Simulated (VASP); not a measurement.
# HgTe (Coloradoite) (F-43m) in VASP: further runs, part 2 of 2

VASP 6.6.1.

### 3 Relaxation of the atoms, PBE (a relaxed cell with its volume scaled by 1.06)

File INCAR:

```
ALGO = Normal
EDIFF = 1E-7
EDIFFG = -0.01
ENCUT = 300
GGA = PE
IBRION = 2
ISIF = 2
ISMEAR = 0
LASPH = True
LCHARG = False
LREAL = False
LWAVE = False
NELM = 80
NSW = 40
PREC = Accurate
SIGMA = 0.03
```

File KPOINTS:

```
k-points
0
Gamma
  5 5 5
```

File POSCAR:

```
HgTe                                    
1.0
    0.0000000000      3.3879302586      3.3879302586
    3.3879302586     -0.0000000000      3.3879302586
    3.3879302586      3.3879302586     -0.0000000000
  Hg              Te            
     1     1
Direct
     1.0000000000000000    1.0000000000000000    1.0000000000000000
     0.2500000000000000    0.2500000000000000    0.2500000000000000
```

Potentials or basis: VASP PAW PBE potentials, release 64 (Hg, Te).

Command:

```bash
$ cat potpaw_PBE.64/Hg/POTCAR potpaw_PBE.64/Te/POTCAR > POTCAR
$ mpirun -np 1 vasp_std > vasp.out
```

OUTCAR:

```text
EDIFF = 1E-7
   EDIFFG = -0.01
   ENCUT = 300
   GGA = PE
   IBRION = 2
   ISIF = 2
   ISMEAR = 0
   LASPH = True
   LREAL = False
   NELM = 80
   NSW = 40
   PREC = Accurate

 ion  position               nearest neighbor table
   1  0.000  0.000  0.000-   2 2.93   2 2.93   2 2.93   2 2.93
   2  0.250  0.250  0.250-   1 2.93   1 2.93   1 2.93   1 2.93

  LATTYP: Found a face centered cubic cell.
 ALAT       =     6.7758605172

  Lattice vectors:

 A1 = (   0.0000000000,   3.3879302586,   3.3879302586)
 A2 = (   3.3879302586,   0.0000000000,   3.3879302586)
 A3 = (   3.3879302586,   3.3879302586,   0.0000000000)
[... 332 lines left out ...]
  Direction    XX          YY          ZZ          XY          YZ          ZX
  --------------------------------------------------------------------------------------
  -------------------------------------------------------------------------------------
  Total       -0.8402509     -0.8402509     -0.8402509     -0.0000000      0.0000000     -0.0000000
  in kB      -17.3095665    -17.3095665    -17.3095665     -0.0000000      0.0000000     -0.0000000
  external PRESSURE =     -17.3095665 kB  Pullay stress =       0.0000000 kB

 VOLUME and BASIS-vectors are now :
 -----------------------------------------------------------------------------
  energy-cutoff  :      300.00
  volume of cell :       77.77
      direct lattice vectors                 reciprocal lattice vectors
     0.000000000  3.387930259  3.387930259    -0.147582731  0.147582731  0.147582731
     3.387930259  0.000000000  3.387930259     0.147582731 -0.147582731  0.147582731
     3.387930259  3.387930259  0.000000000     0.147582731  0.147582731 -0.147582731

 POSITION                                       TOTAL-FORCE (eV/Angst)
 -----------------------------------------------------------------------------------
      0.00000      0.00000      0.00000        -0.000000     -0.000000     -0.000000
      1.69397      1.69397      1.69397         0.000000      0.000000      0.000000
 -----------------------------------------------------------------------------------
    total drift:                               -0.000000     -0.000000     -0.000000

  FREE ENERGIE OF THE ION-ELECTRON SYSTEM (eV)
  ---------------------------------------------------
  free  energy   TOTEN  =        -3.6058624634 eV

  energy  without entropy=       -3.6054922338  energy(sigma->0) =       -3.60567735

 reached required accuracy - stopping structural energy minimisation
```

OSZICAR:

```text
N       E                     dE             d eps       ncg     rms          rms(c)
DAV:   1     0.735300326534E+02    0.73530E+02   -0.58999E+03   273   0.739E+02
DAV:   2    -0.123492397641E+01   -0.74765E+02   -0.71712E+02   310   0.215E+02
DAV:   3    -0.377941456345E+01   -0.25445E+01   -0.25387E+01   310   0.420E+01
DAV:   4    -0.380700153072E+01   -0.27587E-01   -0.27586E-01   385   0.369E+00
DAV:   5    -0.380705721025E+01   -0.55680E-04   -0.55679E-04   285   0.152E-01    0.577E+00
DAV:   6    -0.361263428131E+01    0.19442E+00   -0.46417E-01   290   0.896E+00    0.485E+00
DAV:   7    -0.360631295556E+01    0.63213E-02   -0.89454E-02   280   0.217E+00    0.198E+00
DAV:   8    -0.360579620731E+01    0.51675E-03   -0.81151E-03   275   0.114E+00    0.475E-01
DAV:   9    -0.360581430135E+01   -0.18094E-04   -0.81602E-04   310   0.325E-01    0.859E-02
DAV:  10    -0.360584771331E+01   -0.33412E-04   -0.94953E-05   260   0.924E-02    0.443E-02
DAV:  11    -0.360586239316E+01   -0.14680E-04   -0.25125E-05   290   0.361E-02    0.148E-02
DAV:  12    -0.360586247825E+01   -0.85093E-07   -0.37460E-06   295   0.129E-02    0.114E-02
DAV:  13    -0.360586246338E+01    0.14866E-07   -0.17882E-07   267   0.338E-03
   1 F= -.36058625E+01 E0= -.36056773E+01  d E =-.360586E+01
```

CONTCAR:

```text
HgTe
   1.00000000000000
     0.0000000000000000    3.3879302586000000    3.3879302586000000
     3.3879302586000000    0.0000000000000000    3.3879302586000000
     3.3879302586000000    3.3879302586000000    0.0000000000000000
  Hg              Te
     1     1
Direct
     0.0000000000000000    0.0000000000000000    0.0000000000000000
     0.2500000000000000    0.2500000000000000    0.2500000000000000

  0.00000000E+00  0.00000000E+00  0.00000000E+00
  0.00000000E+00  0.00000000E+00  0.00000000E+00
```

Run time: 12 s. Hardware: 1 thread of Intel Xeon Platinum 8375C at 2.90GHz (Ice Lake), shared host; peak memory 0.15 GiB.

What came out:

```
Free energy             : -3.6059 eV
Pressure after relaxing : -1.7 GPa
Band gap on the k mesh  : none (metal or under the smearing width)
```

Final structure:
```xyz
2
Lattice="0.0000 3.3879 3.3879 3.3879 0.0000 3.3879 3.3879 3.3879 0.0000" Properties=species:S:1:pos:R:3 pbc="T T T"
Hg    0.0000    0.0000    0.0000
Te    1.6940    1.6940    1.6940
```

Caveat: the relaxation stopped at its first step, so nothing moved. Spin-orbit coupling is left out, which matters for the levels of Hg, Te.

### 4 Relaxation of cell and atoms, r2SCAN

File INCAR:

```
SYSTEM = HgTe
ALGO = Normal ; EDIFF = 1E-6
EDIFFG = -0.01 ; ENCUT = 600
IBRION = 2 ; ISIF = 3
ISMEAR = 0 ; LASPH = .True.
LCHARG = .False. ; LMIXTAU = .True.
LREAL = .False. ; LWAVE = .False.
METAGGA = R2SCAN ; NELM = 80
NSW = 90 ; PREC = Accurate
SIGMA = 0.03
```

File KPOINTS:

```
k-points
0
Gamma
  10 10 10
  0 0 0
```

File POSCAR:

```
HgTe
1.0
    0.0000000000      3.2145000000      3.2145000000
    3.2145000000      0.0000000000      3.2145000000
    3.2145000000      3.2145000000      0.0000000000
Hg Te
1 1
Direct
    0.0000000000      0.0000000000      0.0000000000
    0.2500000000      0.2500000000      0.2500000000
```

Command:

```bash
$ cat potpaw_PBE.64/Hg/POTCAR potpaw_PBE.64/Te/POTCAR > POTCAR
$ mpirun -np 1 vasp_std > vasp.out
```

Wall time 5.3 min (1 thread of Intel Xeon Platinum 8488C (Sapphire Rapids), shared host); peak memory 0.27 GiB.

It converged, with:

```yaml
Free_energy: -75.1638 eV
Relaxed_volume: 35.56 Å³/atom
Relaxed_cell: a = 4.650 Å, b = 4.650 Å, c = 4.650 Å, α = 60.00°, β = 60.00°, γ = 60.00°
Space_group_after_relaxing_to_0.05_Å: F-43m (No. 216)
Energy_gained_by_relaxing: 22.2 meV/atom
Ionic_steps: 3
Pressure_after_relaxing: 0.0 GPa
Band_gap_on_the_k_mesh: none (metal or under the smearing width)
```

Step by step:
| step | energy change (eV) | largest force (eV/Å) | pressure (GPa) | volume (Å³) |
| --- | --- | --- | --- | --- |
| 1 | 0.0000 | 0.0000 | 3.23 | 66.43 |
| 2 | -0.0380 | 0.0000 | -1.01 | 73.07 |
| 3 | -0.0444 | 0.0000 | 0.00 | 71.12 |

Final structure:
```
CELL_PARAMETERS angstrom
0.00000 3.28835 3.28835
3.28835 0.00000 3.28835
3.28835 3.28835 0.00000
ATOMIC_POSITIONS crystal
Hg 0.00000 0.00000 0.00000
Te 0.25000 0.25000 0.25000
```

Levels at points of the mesh, in eV from the Fermi level:
```tsv
k point	band 7	band 8	band 9	band 10	band 11	band 12
(0.00, 0.00, 0.00)	-0.56	-0.01	-0.01	-0.01	4.66	4.66
(0.50, 0.00, 0.00)	-5.31	-0.93	-0.93	0.93	5.42	5.42
(0.50, 0.50, 0.00)	-5.30	-2.14	-2.14	2.09	2.86	8.50
```

Caveat: the PAW data sets were made with another functional, which shifts forces and pressure a little. Spin-orbit coupling is left out, which matters for the levels of Hg, Te.

### 5 Relaxation of cell and atoms, r2SCAN

This run uses another cell than the first one, of 35.56 Å³/atom, 1.071 times its volume.

INCAR, as its differences from that of step 4:

```diff
@@ -1,4 +1,4 @@
 SYSTEM = HgTe
-ALGO = Normal ; EDIFF = 1E-6
-EDIFFG = -0.01 ; ENCUT = 600
+ALGO = Normal ; EDIFF = 1E-7
+EDIFFG = -0.005 ; ENCUT = 600
 IBRION = 2 ; ISIF = 3
```

KPOINTS is that of step 4.

File POSCAR:

```
HgTe                                    
1.0
   -0.0000000000      3.2883500008      3.2883500008
    3.2883500008     -0.0000000000      3.2883500008
    3.2883500008      3.2883500008      0.0000000000
  Hg              Te            
     1     1
Direct
     0.0000000000000000    0.0000000000000000    0.0000000000000000
     0.2500000000000000    0.2500000000000000    0.2500000000000000
```

Command:

```bash
$ cat potpaw_PBE.64/Hg/POTCAR potpaw_PBE.64/Te/POTCAR > POTCAR
$ mpirun -np 1 vasp_std > vasp.out
```

Wall time 3.5 min (1 thread of Intel Xeon Platinum 8488C (Sapphire Rapids), shared host); peak memory 0.29 GiB.

Results (log left out):

| Item | Value |
| --- | --- |
| Free energy | -75.1644 eV |
| Pressure after relaxing | 0.0 GPa |
| Band gap on the k mesh | none (metal or under the smearing width) |

Final structure:
```yaml
crystal:
  lattice:
    - [0.00000, 3.28835, 3.28835]
    - [3.28835, 0.00000, 3.28835]
    - [3.28835, 3.28835, 0.00000]
  atoms:
    - { symbol: Hg, position: [0.00000, 0.00000, 0.00000] }
    - { symbol: Te, position: [0.25000, 0.25000, 0.25000] }
```

Levels at points of the mesh, in eV from the Fermi level:
| k point | band 6 | band 7 | band 8 | band 9 | band 10 | band 11 | band 12 | band 13 |
| --- | --- | --- | --- | --- | --- | --- | --- | --- |
| (0.00, 0.00, 0.00) | -6.84 | -0.56 | -0.01 | -0.01 | -0.01 | 4.65 | 4.65 | 4.65 |
| (0.50, 0.00, 0.00) | -6.56 | -5.31 | -0.93 | -0.93 | 0.93 | 5.42 | 5.42 | 7.14 |
| (0.50, 0.50, 0.00) | -6.42 | -5.30 | -2.14 | -2.14 | 2.09 | 2.86 | 8.49 | 9.22 |

Caveat: the relaxation stopped at its first step, so nothing moved; the PAW data sets were made with another functional, which shifts forces and pressure a little. The run has no spin-orbit coupling, so splittings on Hg, Te are missing.

### 6 Overview

```tsv
task	level	cell	k mesh	cutoff (eV)	gap on the mesh (eV)	pressure (GPa)
relaxation of the atoms	PBE	atoms relaxed from: a relaxed cell with its volume scaled by 1.04	5 × 5 × 5	300	none	-1.2
relaxation of the atoms	PBE	atoms relaxed from: a relaxed cell with its volume scaled by 1.06	5 × 5 × 5	300	none	-1.7
relaxation of cell and atoms	r2SCAN	relaxed	10 × 10 × 10	600	none	0.0
```

Alike in all rows: potentials or basis VASP PAW PBE potentials, release 64 (Hg, Te); no spin polarisation; smearing gaussian 0.03 eV.

Caveats: the relaxation stopped at its first step, so nothing moved; the PAW data sets were made with another functional, which shifts forces and pressure a little (some runs).

Total energies depend on the potentials used, so only differences within one code and one set of settings carry meaning.
